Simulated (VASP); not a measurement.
# Sc (Fm-3m) in VASP: further runs

The runs below take Sc through density of states, band structure, with PW91+D4, TB-mBJ.

Program: VASP 6.6.1. These are calculated values, not measurements. Logs are shortened: lines on timing, memory, paths and dates and some standing lists are left out, and cuts for length are marked.

## 1. The crystal as given

The structure is cubic, space group Fm-3m (No. 225). Conventional cell: a = 4.520 Å, b = 4.520 Å, c = 4.520 Å, α = 90.00°, β = 90.00°, γ = 90.00°. Sc (site symmetry m-3m) has 12 Sc at 3.20 Å as nearest neighbours.

This isn't the form of Sc at room conditions, which is hcp.

## 2. Density of states, PW91+D4

The input, Sc.cif:

```cif
data_Sc
_cell_length_a 4.52000000
_cell_length_b 4.52000000
_cell_length_c 4.52000000
_cell_angle_alpha 90.00000000
_cell_angle_beta 90.00000000
_cell_angle_gamma 90.00000000
_space_group_name_H-M_alt 'Fm-3m'
_space_group_name_Hall '-F 4 2 3'
_space_group_IT_number 225
loop_
_space_group_symop_operation_xyz
'x,y,z'
'-x,-y,-z'
'-y,x,z'
'y,-x,-z'
'-x,-y,z'
'x,y,-z'
'y,-x,z'
'-y,x,-z'
'x,-y,-z'
'-x,y,z'
'-y,-x,-z'
'y,x,z'
'-x,y,-z'
'x,-y,z'
'y,x,-z'
'-y,-x,z'
'z,x,y'
'-z,-x,-y'
'z,-y,x'
'-z,y,-x'
'z,-x,-y'
'-z,x,y'
'z,y,-x'
'-z,-y,x'
'-z,x,-y'
'z,-x,y'
'-z,-y,-x'
'z,y,x'
'-z,-x,y'
'z,x,-y'
'-z,y,x'
'z,-y,-x'
'y,z,x'
'-y,-z,-x'
'x,z,-y'
'-x,-z,y'
'-y,z,-x'
'y,-z,x'
'-x,z,y'
'x,-z,-y'
'-y,-z,x'
'y,z,-x'
'-x,-z,-y'
'x,z,y'
'y,-z,-x'
'-y,z,x'
'x,-z,y'
'-x,z,-y'
'x,y+1/2,z+1/2'
'-x,-y+1/2,-z+1/2'
'-y,x+1/2,z+1/2'
[... 62 lines left out ...]
'-z+1/2,-x,-y+1/2'
'z+1/2,-y,x+1/2'
'-z+1/2,y,-x+1/2'
'z+1/2,-x,-y+1/2'
'-z+1/2,x,y+1/2'
'z+1/2,y,-x+1/2'
'-z+1/2,-y,x+1/2'
'-z+1/2,x,-y+1/2'
'z+1/2,-x,y+1/2'
'-z+1/2,-y,-x+1/2'
'z+1/2,y,x+1/2'
'-z+1/2,-x,y+1/2'
'z+1/2,x,-y+1/2'
'-z+1/2,y,x+1/2'
'z+1/2,-y,-x+1/2'
'y+1/2,z,x+1/2'
'-y+1/2,-z,-x+1/2'
'x+1/2,z,-y+1/2'
'-x+1/2,-z,y+1/2'
'-y+1/2,z,-x+1/2'
'y+1/2,-z,x+1/2'
'-x+1/2,z,y+1/2'
'x+1/2,-z,-y+1/2'
'-y+1/2,-z,x+1/2'
'y+1/2,z,-x+1/2'
'-x+1/2,-z,-y+1/2'
'x+1/2,z,y+1/2'
'y+1/2,-z,-x+1/2'
'-y+1/2,z,x+1/2'
'x+1/2,-z,y+1/2'
'-x+1/2,z,-y+1/2'
'x+1/2,y+1/2,z'
'-x+1/2,-y+1/2,-z'
'-y+1/2,x+1/2,z'
'y+1/2,-x+1/2,-z'
'-x+1/2,-y+1/2,z'
'x+1/2,y+1/2,-z'
'y+1/2,-x+1/2,z'
'-y+1/2,x+1/2,-z'
'x+1/2,-y+1/2,-z'
'-x+1/2,y+1/2,z'
'-y+1/2,-x+1/2,-z'
'y+1/2,x+1/2,z'
'-x+1/2,y+1/2,-z'
'x+1/2,-y+1/2,z'
'y+1/2,x+1/2,-z'
'-y+1/2,-x+1/2,z'
'z+1/2,x+1/2,y'
'-z+1/2,-x+1/2,-y'
'z+1/2,-y+1/2,x'
'-z+1/2,y+1/2,-x'
'z+1/2,-x+1/2,-y'
'-z+1/2,x+1/2,y'
'z+1/2,y+1/2,-x'
'-z+1/2,-y+1/2,x'
'-z+1/2,x+1/2,-y'
'z+1/2,-x+1/2,y'
'-z+1/2,-y+1/2,-x'
'z+1/2,y+1/2,x'
'-z+1/2,-x+1/2,y'
'z+1/2,x+1/2,-y'
'-z+1/2,y+1/2,x'
'z+1/2,-y+1/2,-x'
'y+1/2,z+1/2,x'
'-y+1/2,-z+1/2,-x'
'x+1/2,z+1/2,-y'
'-x+1/2,-z+1/2,y'
'-y+1/2,z+1/2,-x'
'y+1/2,-z+1/2,x'
'-x+1/2,z+1/2,y'
'x+1/2,-z+1/2,-y'
'-y+1/2,-z+1/2,x'
'y+1/2,z+1/2,-x'
'-x+1/2,-z+1/2,-y'
'x+1/2,z+1/2,y'
'y+1/2,-z+1/2,-x'
'-y+1/2,z+1/2,x'
'x+1/2,-z+1/2,y'
'-x+1/2,z+1/2,-y'
loop_
_atom_site_label
_atom_site_type_symbol
_atom_site_symmetry_multiplicity
_atom_site_Wyckoff_symbol
_atom_site_fract_x
_atom_site_fract_y
_atom_site_fract_z
_atom_site_occupancy
Sc1 Sc 4 a 0.0000000000 0.0000000000 0.0000000000 1
```

The input, POSCAR:

```
Sc
 1.0000000000000000
     4.5199999999999996    0.0000000000000000    0.0000000000000000
     0.0000000000000000    4.5199999999999996    0.0000000000000000
     0.0000000000000000    0.0000000000000000    4.5199999999999996
 Sc 
   4
Cartesian
  0.0000000000000000  0.0000000000000000  0.0000000000000000
  0.0000000000000000  2.2599999999999998  2.2599999999999998
  2.2599999999999998  0.0000000000000000  2.2599999999999998
  2.2599999999999998  2.2599999999999998  0.0000000000000000
```

The input, INCAR.step1:

```
SYSTEM = Sc
  PREC = Accurate
  ENCUT = 520
  EDIFF = 1E-6
  ISMEAR = 0
  SIGMA = 0.1
  LREAL = .FALSE.
  LASPH = .TRUE.
  NELM = 100
  ALGO = Fast
  ISIF = 2
  LWAVE = .FALSE.
  LCHARG = .TRUE.
  LMAXMIX = 4
  GGA = 91
  IVDW = 13
  VDW_S6 = 1.0
  VDW_S8 = 0.77283111
  VDW_A1 = 0.39581542
  VDW_A2 = 4.93405761
  NBANDS = 30
```

The input, KPOINTS.step1:

```
regular mesh
0
G
  6 6 6
  0 0 0
```

The input, INCAR.step2:

```
SYSTEM = Sc
  PREC = Accurate
  ENCUT = 520
  EDIFF = 1E-6
  ISMEAR = -5
  SIGMA = 0.1
  LREAL = .FALSE.
  LASPH = .TRUE.
  NELM = 100
  ALGO = Fast
  ISIF = 2
  LWAVE = .FALSE.
  LCHARG = .FALSE.
  LMAXMIX = 4
  GGA = 91
  IVDW = 13
  VDW_S6 = 1.0
  VDW_S8 = 0.77283111
  VDW_A1 = 0.39581542
  VDW_A2 = 4.93405761
  LORBIT = 11
  NBANDS = 30
  NEDOS = 2001
  ICHARG = 11
```

The input, KPOINTS.step2:

```
regular mesh
0
G
  9 9 9
  0 0 0
```

Potentials or basis: VASP PAW PBE potentials, release 64 (Sc_sv).

Started as:

```
> ase convert -i cif -o vasp Sc.cif POSCAR
> cat potpaw_PBE.64/Sc_sv/POTCAR > POTCAR
> cp INCAR.step1 INCAR
> cp KPOINTS.step1 KPOINTS
> mpirun -np 1 vasp_std > vasp.out
> cp INCAR.step2 INCAR
> cp KPOINTS.step2 KPOINTS
> mpirun -np 1 vasp_std > vasp.out
```

OUTCAR:

```text
SYSTEM = Sc
   PREC = Accurate
   ENCUT = 520
   EDIFF = 1E-6
   ISMEAR = -5
   LREAL = .FALSE.
   LASPH = .TRUE.
   NELM = 100
   ISIF = 2
   GGA = 91
   IVDW = 13
   LORBIT = 11
   ICHARG = 11

 ion  position               nearest neighbor table
   1  0.000  0.000  0.000-   2 3.20   3 3.20   4 3.20   2 3.20   3 3.20   2 3.20   4 3.20   2 3.20
                             3 3.20   4 3.20   3 3.20   4 3.20
   2  0.000  0.500  0.500-   1 3.20   3 3.20   4 3.20   1 3.20   4 3.20   1 3.20   3 3.20   1 3.20
                             3 3.20   4 3.20   4 3.20   3 3.20
   3  0.500  0.000  0.500-   1 3.20   2 3.20   4 3.20   1 3.20   4 3.20   2 3.20   4 3.20   4 3.20
                             1 3.20   2 3.20   1 3.20   2 3.20
   4  0.500  0.500  0.000-   1 3.20   2 3.20   3 3.20   2 3.20   3 3.20   1 3.20   3 3.20   3 3.20
                             1 3.20   2 3.20   2 3.20   1 3.20

  LATTYP: Found a simple cubic cell.
 ALAT       =     4.5200000000

  Lattice vectors:

 A1 = (   4.5200000000,   0.0000000000,   0.0000000000)
 A2 = (   0.0000000000,   4.5200000000,   0.0000000000)
 A3 = (   0.0000000000,   0.0000000000,   4.5200000000)

Analysis of symmetry for initial positions (statically):
=====================================================================
 Subroutine PRICEL returns following result:

  LATTYP: Found a face centered cubic cell.
 ALAT       =     4.5200000000

  Lattice vectors:

 A1 = (   2.2600000000,  -2.2600000000,   0.0000000000)
 A2 = (   2.2600000000,   0.0000000000,   2.2600000000)
 A3 = (   0.0000000000,  -2.2600000000,   2.2600000000)

   4 primitive cells build up your supercell.

 Routine SETGRP: Setting up the symmetry group for a
 simple cubic supercell.

 Subroutine GETGRP returns: Found 48 space group operations
 (whereof 48 operations were pure point group operations)
 out of a pool of 48 trial point group operations.

The static configuration has the point symmetry O_h .

Analysis of symmetry for dynamics (positions and initial velocities):
=====================================================================
 Subroutine PRICEL returns following result:

  LATTYP: Found a face centered cubic cell.
 ALAT       =     4.5200000000

  Lattice vectors:

 A1 = (   2.2600000000,  -2.2600000000,   0.0000000000)
 A2 = (   2.2600000000,   0.0000000000,   2.2600000000)
 A3 = (   0.0000000000,  -2.2600000000,   2.2600000000)

   4 primitive cells build up your supercell.

 Routine SETGRP: Setting up the symmetry group for a
[... 126 lines left out ...]
   PSTRESS=    0.0 pullay stress
   NELECT =      44.0000    total number of electrons
   NUPDOWN=      -1.0000    fix difference up-down
   EMIN   =  10.00;   EMAX   =-10.00  energy-range for DOS
   EFERMI =   0.00;   METHOD = LEGACY
   ISMEAR =    -5;   SIGMA  =   0.10  broadening in eV -4-tet -1-fermi 0-gaus
   EFERMI_NEDOS =   21; number of points for ismear=-14 and -15
   IALGO  =     68    algorithm
   IMIX   =      4    mixing-type and parameters
     AMIX     =   0.40;   BMIX     =  1.00
     AMIX_MAG =   1.60;   BMIX_MAG =  1.00
  volume/ion in A,a.u.               =      23.09       155.79
  Fermi-wavevector in a.u.,A,eV,Ry     =   1.278657  2.416311 22.245021  1.634963
  Thomas-Fermi vector in A             =   2.411187
   LORBIT       =     11    0 simple, 1 ext, 2 COOP (PROOUT), +10 PAW based schemes
   GGA     = 91    functional components
   LHFCALC =     F    Hartree Fock is set to
   AEXX    =    0.0000 exact exchange contribution
   IVDW    =    13    specifies the selected vdW correction
   LEPSILON=     F    determine dielectric tensor
   LRPA    =     F    only Hartree local field effects (RPA)
 non-spin polarized calculation
 RMM-DIIS sequential band-by-band and
 Fermi weights with tetrahedron method with Bloechl corrections
  energy-cutoff  :      520.00
  volume of cell :       92.35
 maximum number of plane-waves:      2517
 NGX is ok and might be reduce to    36

 number of electron      44.0000019 magnetization

 Free energy of the ion-electron system (eV)
  ---------------------------------------------------
  ext. energy  EPLUGINS =         0.00000000
  ---------------------------------------------------
  free energy    TOTEN  =       -24.63381855 eV

  energy without entropy =      -24.63381855  energy(sigma->0) =      -24.63381855

 E-fermi :   4.0788     XC(G=0): -10.1726

 val. band max:        4.1206622689   @ k =   0.4444   0.0000   0.0000
 cond. band min:       4.0802175032   @ k =   0.4444   0.3333   0.1111
 fundamental gap:     -0.0404447658
 Fermi energy:         4.0787975509

 k-point     1 :       0.0000    0.0000    0.0000
  band No.  band energies     occupation
      1     -45.0540      2.00000
      2     -44.9487      2.00000
      3     -44.9487      2.00000
      4     -44.9487      2.00000
      5     -23.9878      2.00000
      6     -23.9878      2.00000
[... 1144 lines left out ...]
     29       5.6588      0.00000
     30       5.6651      0.00000

------------------------ aborting loop because EDIFF is reached ----------------------------------------

  DFT-D4 for vdW energy calculation

  Edisp (eV):   -0.91180

  FORCE on cell =-STRESS in cart. coord.  units (eV):
  Direction    XX          YY          ZZ          XY          YZ          ZX
  --------------------------------------------------------------------------------------
  -------------------------------------------------------------------------------------
  Total       1.06503     1.06503     1.06503     0.00000     0.00000     0.00000
  in kB      18.47808    18.47808    18.47808     0.00000     0.00000     0.00000
  external pressure =       18.48 kB  Pullay stress =        0.00 kB

 VOLUME and BASIS-vectors are now :
 -----------------------------------------------------------------------------
  energy-cutoff  :      520.00
  volume of cell :       92.35
      direct lattice vectors                 reciprocal lattice vectors
     4.520000000  0.000000000  0.000000000     0.221238938  0.000000000  0.000000000
     0.000000000  4.520000000  0.000000000     0.000000000  0.221238938  0.000000000
     0.000000000  0.000000000  4.520000000     0.000000000  0.000000000  0.221238938

 POSITION                                       TOTAL-FORCE (eV/Angst)
 -----------------------------------------------------------------------------------
      0.00000      0.00000      0.00000         0.000000     -0.000000      0.000000
      0.00000      2.26000      2.26000        -0.000000     -0.000000     -0.000000
      2.26000      0.00000      2.26000        -0.000000      0.000000     -0.000000
      2.26000      2.26000      0.00000         0.000000      0.000000     -0.000000
 -----------------------------------------------------------------------------------
    total drift:                                0.000000      0.000000      0.000000

  FREE ENERGIE OF THE ION-ELECTRON SYSTEM (eV)
  ---------------------------------------------------
  free  energy   TOTEN  =       -25.5456212709 eV

  energy  without entropy=      -25.5456212709  energy(sigma->0) =      -25.54562127

 total charge

# of ion       s       p       d       tot
------------------------------------------
    1        2.290   6.102   1.079   9.470
    2        2.290   6.102   1.079   9.470
    3        2.290   6.102   1.079   9.470
    4        2.290   6.102   1.079   9.470
--------------------------------------------------
tot          9.158  24.408   4.316  37.882
```

Run time: 2.1 min. Hardware: 1 thread of AMD EPYC 9R45 (Zen 5), shared host; peak memory 0.19 GiB.

Results:

- Valence electrons inside the program's atomic spheres: Sc 9.47
- Dispersion energy per atom: -0.228 eV

States per cell in windows of 1 eV (zero at the Fermi level; states under -8 eV left out):
| from (eV) | total | Sc1_d | Sc2_d | Sc3_d | Sc4_d | Sc1_p | Sc2_p |
| --- | --- | --- | --- | --- | --- | --- | --- |
| -8.0 | 0.00 | 0.00 | 0.00 | 0.00 | 0.00 | 0.00 | 0.00 |
| -7.0 | 0.00 | 0.00 | 0.00 | 0.00 | 0.00 | 0.00 | 0.00 |
| -6.0 | 0.03 | 0.00 | 0.00 | 0.00 | 0.00 | 0.00 | 0.00 |
| -5.0 | 0.44 | 0.00 | 0.00 | 0.00 | 0.00 | 0.00 | 0.00 |
| -4.0 | 0.87 | 0.01 | 0.01 | 0.01 | 0.01 | 0.01 | 0.01 |
| -3.0 | 1.50 | 0.05 | 0.05 | 0.05 | 0.05 | 0.03 | 0.03 |
| -2.0 | 3.51 | 0.29 | 0.29 | 0.29 | 0.29 | 0.05 | 0.05 |
| -1.0 | 5.69 | 0.74 | 0.74 | 0.74 | 0.74 | 0.09 | 0.09 |
| 0.0 | 7.21 | 1.03 | 1.03 | 1.03 | 1.03 | 0.13 | 0.13 |
| 1.0 | 6.13 | 1.09 | 1.09 | 1.09 | 1.09 | 0.06 | 0.06 |
| 2.0 | 2.89 | 0.61 | 0.61 | 0.61 | 0.61 | 0.01 | 0.01 |
| 3.0 | 0.08 | 0.02 | 0.02 | 0.02 | 0.02 | 0.00 | 0.00 |
| 4.0 | 0.00 | 0.00 | 0.00 | 0.00 | 0.00 | 0.00 | 0.00 |

Caveat: the PAW data sets were made with another functional, which shifts forces and pressure a little; pairwise dispersion overbinds metals, which lowers pressure and volume; tetrahedron occupations give inexact forces and stress in metals.

## 3. Band structure, TB-mBJ (cell strained at random at fixed volume)

The input, POSCAR:

```
Sc
1.0
    0.0165740000      2.3267220000      2.2791660000
    2.2352980000      0.0332240000      2.2625160000
    2.2339350000      2.3087080000      0.0345880000
Sc
1
Direct
    0.0000000000      0.0000000000      0.0000000000
```

The input, INCAR.step1:

```
SYSTEM = Sc
ALGO = Normal ; EDIFF = 1E-5
ENCUT = 520 ; GGA = PE
ISIF = 2 ; ISMEAR = 1
LASPH = .TRUE. ; LCHARG = .FALSE.
LMAXMIX = 6 ; LREAL = .FALSE.
LWAVE = .TRUE. ; NBANDS = 12
NELM = 60 ; PREC = Accurate
SIGMA = 0.2
```

The input, INCAR.step2:

```
SYSTEM = Sc
ALGO = Normal ; EDIFF = 1E-7
ENCUT = 520 ; ISIF = 2
ISMEAR = 1 ; ISTART = 1
LASPH = .TRUE. ; LCHARG = .FALSE.
LMAXMIX = 6 ; LREAL = .FALSE.
LWAVE = .FALSE. ; METAGGA = MBJ
NBANDS = 12 ; NELM = 60
PREC = Accurate ; SIGMA = 0.2
```

The input, KPOINTS:

```
k-points
0
G
  5 5 5
  0 0 0
```

The input, KPOINTS_OPT:

```
path XGY,LGZ,NGM,RG
20
line-mode
reciprocal
 0.5000000000  0.0000000000  0.0000000000  X
 0.0000000000  0.0000000000  0.0000000000  G

 0.0000000000  0.0000000000  0.0000000000  G
-0.5000000000 -0.5000000000 -0.5000000000  Y

 0.0000000000 -0.5000000000 -0.5000000000  L
 0.0000000000  0.0000000000  0.0000000000  G

 0.0000000000  0.0000000000  0.0000000000  G
 0.0000000000  0.5000000000  0.0000000000  Z

 0.5000000000  0.5000000000  0.0000000000  N
 0.0000000000  0.0000000000  0.0000000000  G

 0.0000000000  0.0000000000  0.0000000000  G
-0.5000000000  0.0000000000 -0.5000000000  M

 0.0000000000  0.0000000000 -0.5000000000  R
 0.0000000000  0.0000000000  0.0000000000  G
```

Potentials or basis: VASP PAW PBE potentials, release 54 (Sc_sv).

Started as:

```
> cat potpaw_PBE.54/Sc_sv/POTCAR > POTCAR
> cp INCAR.step1 INCAR
> mpirun -np 1 vasp_std > vasp.out
> cp INCAR.step2 INCAR
> mpirun -np 1 vasp_std > vasp.out
```

Wall time 39 s (1 thread of AMD EPYC 9R45 (Zen 5), shared host); peak memory 0.13 GiB.

The run converged, but some of its settings lie outside the range that counts as converged, so its numbers aren't taken as properties of the crystal.

What came out:

- Band gap along the path: none (metal or under the smearing width)

Caveat: the k mesh is coarse (spacing up to 0.49 Å⁻¹), so the values aren't converged; the PAW data sets were made with another functional, which shifts forces and pressure a little.

## 4. The reference run

An earlier run on the cell as given: functional PBE; potentials or basis VASP PAW PBE potentials, release 64 (Sc_sv); cutoff 520 eV; k mesh 10 × 10 × 10; occupations fermi-dirac, width 0.05 eV; no spin polarisation.

* Pressure: 3.8 GPa
* Band gap on the k mesh: none (metal or under the smearing width)
